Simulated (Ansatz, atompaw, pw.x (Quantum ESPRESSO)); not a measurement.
# C: one change to the PAW (atompaw) potential, in the atom and in the bcc crystal

carbon, PAW, made with atompaw 4.2.0.5 (PBE, scalar-relativistic). Core [He], reference 2s2 2p2. Waves: 2s (bound): rc 1.40 bohr; 2s channel at 2.95 Ry: rc 2.60 bohr; 2p (bound): rc 2.50 bohr; 2p channel at 0.05 Ry: rc 2.60 bohr; 3d channel at 0.05 Ry: rc 2.60 bohr; 3d channel at 1.7 Ry: rc 2.60 bohr. Local part: vpsmatchnc scheme with l = 3 at 0 Ry, radius 2.30 bohr. Core correction: smooth core density matched at 2.35 bohr. Augmentation charge: sinc compensation charge, radius 2.50 bohr; PAW radius 2.60 bohr; waves and projectors: custom polynom gramschmidtortho.

Change: wave 2s (bound): rc 1.40 bohr becomes 2s (bound): rc 1.32 bohr.

Cutoffs, loose and tight: the cutoffs (Ry, on a coarse ladder) from which the occupation-weighted sum of valence levels, in a spherical-Bessel basis at the reference potential, stays within 10 and 1 mRy of its value at 400 Ry. They see the waves and projectors alone, not the compensation charge or the core.

Crystal test: bcc C in pw.x 7.5, no spin, 18³ k-points, Fermi–Dirac smearing 0.01 Ry, cutoffs set for each file from its atomic test. The reference is all-electron LAPW (Ansatz 0.2.0) with the same functional, mesh and smearing; V0 and B0 come from Birch–Murnaghan fits to the pressures at five volumes. Errors are pseudo minus all-electron; Δ is the rms difference of the E(V) curves that follow from these fits, minima aligned, over ±6 % about the mean V0. Mesh and smearing are coarse, so the numbers serve the comparison and aren't converged zero-temperature values; the lattice is a test structure that the element need not adopt.

All-electron: a0 = 2.375 Å (V0 = 6.70 Å³/atom), B0 = 182.8 GPa.

Problem. Does the change bring the crystal closer to the all-electron result?

Solution. The mean pressure error goes from -5.00 to -5.70 GPa, so the change moves the solid further from the all-electron pressures.

```json
{"quantity": "outcome (atom)", "base": "generated", "changed": "generated"}
{"quantity": "cutoff, loose (atom)", "base": "12 Ry", "changed": "18 Ry"}
{"quantity": "cutoff, tight (atom)", "base": "25 Ry", "changed": "30 Ry"}
{"quantity": "bound ghosts (atom)", "base": "none", "changed": "none"}
{"quantity": "cutoffs in pw.x (Ry)", "base": "40/400", "changed": "40/400"}
{"quantity": "a0 (Å)", "base": "2.354", "changed": "2.351"}
{"quantity": "a0 error (%)", "base": "-0.87", "changed": "-0.98"}
{"quantity": "B0 error (%)", "base": "+14.0", "changed": "+15.0"}
{"quantity": "Δ (meV/atom)", "base": "7.3", "changed": "8.3"}
{"quantity": "mean pressure error (GPa)", "base": "-5.00", "changed": "-5.70"}
```

Base: The largest radius (2.60 bohr) exceeds half the bond length (1.93 bohr), so the spheres overlap, which is one possible source of error among others. This is a poor potential for the solid. Changed file: The largest radius (2.60 bohr) exceeds half the bond length (1.93 bohr), so the spheres overlap, which is one possible source of error among others. This is a poor potential for the solid. The atomic cutoffs weigh occupied waves only.
